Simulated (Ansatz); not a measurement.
RbBr:

```xyz
2
Lattice="4.1261 0.0000 0.0000 0.0000 4.1261 0.0000 0.0000 0.0000 4.1261" Properties=species:S:1:pos:R:3 pbc="T T T"
Rb    0.0000    0.0000    0.0000
Br    2.0630    2.0630    2.0630
```

The cell comes from a database or a generator and needn't be the stable form of this composition.

Base run:

| Property | Result |
| --- | --- |
| Program | Ansatz 0.2.0 |
| Functional | HSE(alpha, omega) |
| Potentials or basis | all-electron PAW datasets made for the crystal |
| Cutoff | 250 eV (chosen from the basis error) |
| k mesh | 4 × 4 × 4 |
| Occupations | fermi-dirac, width 0.05 eV |
| Spin | no spin polarisation |

Its results: band gap on the k mesh 6.03 eV, indirect (least direct gap 6.20 eV); pressure 0.2 GPa.

Question: After a change of settings the same cell gave: band gap on the k mesh 4.56 eV, indirect (least direct gap 4.71 eV); pressure 0.7 GPa. Which change was it?
A. share of exact exchange from 0.4 to 0.1
B. share of exact exchange from 0.4 to 0.2
C. share of exact exchange from 0.4 to 0.3
D. share of exact exchange from 0.4 to 0.5

Answer: A.

Runs at the PBE level aren't shown here.
